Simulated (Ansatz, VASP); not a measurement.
## MgO: VASP beside Ansatz

The input POSCAR:

```
MgO
1.0
    2.5126437946      0.0000000000      0.0000000000
    0.0000000000      2.6233491278      0.0000000000
    0.0000000000      0.0000000000      2.6233491278
Mg O
1 1
Direct
    0.0000000000      0.0000000000      0.0000000000
    0.5000000000      0.5000000000      0.5000000000
```

The input INCAR.step1:

```
PREC     = Accurate       # precision mode
ENCUT    = 520            # plane-wave cutoff, eV
ISMEAR   = 0              # smearing method
SIGMA    = 0.01           # smearing width, eV
LREAL    = F              # projectors in reciprocal space
LASPH    = T              # aspherical terms in the spheres
NELM     = 60             # most SCF steps
NBANDS   = 11             # bands
GGA      = PE             # functional
ALGO     = Normal         # electronic algorithm
EDIFF    = 1E-4           # SCF threshold, eV
LWAVE    = T              # write WAVECAR
LCHARG   = F              # write CHGCAR
```

The input INCAR.step2:

```
PREC     = Accurate       # precision mode
ENCUT    = 520            # plane-wave cutoff, eV
EDIFF    = 1E-7           # SCF threshold, eV
ISMEAR   = 0              # smearing method
SIGMA    = 0.01           # smearing width, eV
LREAL    = F              # projectors in reciprocal space
LASPH    = T              # aspherical terms in the spheres
NELM     = 60             # most SCF steps
ALGO     = Normal         # electronic algorithm
ISIF     = 2              # what is computed and relaxed
LWAVE    = F              # write WAVECAR
LCHARG   = F              # write CHGCAR
METAGGA  = R2SCAN         # meta-GGA
LMIXTAU  = T            
NBANDS   = 11             # bands
ISTART   = 1
```

KPOINTS

```
regular mesh
0
Gamma
  10 10 10
```

Input for Ansatz:

```yaml
crystal:
  lattice:
    - [2.5126437946, 0.0, 0.0]
    - [0.0, 2.6233491278, 0.0]
    - [0.0, 0.0, 2.6233491278]
  atoms:
    - { symbol: Mg, position: [0.0, 0.0, 0.0] }
    - { symbol: O, position: [0.5, 0.5, 0.5] }
kpoints:
  mp_grid: { grid: [10, 10, 10] }
  band_path:
    path:
      - [0.0, 0.0, 0.0]
      - [0.0, 0.5, 0.0]
      - [0.5, 0.5, 0.0]
      - [0.5, 0.5, 0.5]
      - [0.0, 0.5, 0.5]
    npoints: 1
hamiltonian:
  xc: r2scan
scf:
  occupations: { method: fixed }
  n_extra_bands: 4
output:
  forces: true
  stress: true
  eigenvalues: true
```

Change from the starting cell: uniaxial_x strain -4.2%.

Alike in both runs: task single point; functional r2SCAN; k mesh 10 × 10 × 10; no spin polarisation.

|  | VASP | Ansatz |
| --- | --- | --- |
| version | VASP 6.6.1 | Ansatz 0.2.0 |
| potentials or method | VASP PAW PBE potentials, release 64 (Mg, O) | plane waves, PAW |
| plane-wave cutoff (eV) | 520 | 500 |
| occupations | gaussian, width 0.01 eV | fixed |
| valence electrons in the cell | 8 | 16 |

VASP gave:

| Quantity | Value |
| --- | --- |
| gap on the k mesh at the Fermi level (eV) | 3.48 |
| pressure (GPa) | 6.5 |
| largest component of the traceless stress (GPa) | 21.83 |

Problem. Which values does Ansatz return?

Solution. gap on the k mesh at the Fermi level (eV): 3.53; pressure (GPa): 7.8; largest component of the traceless stress (GPa): 21.70.

The two sets of potentials don't hold the same shells in valence.

Caveats: the PAW data sets were made with another functional, which shifts forces and pressure a little (VASP). A k mesh can miss the band edges.
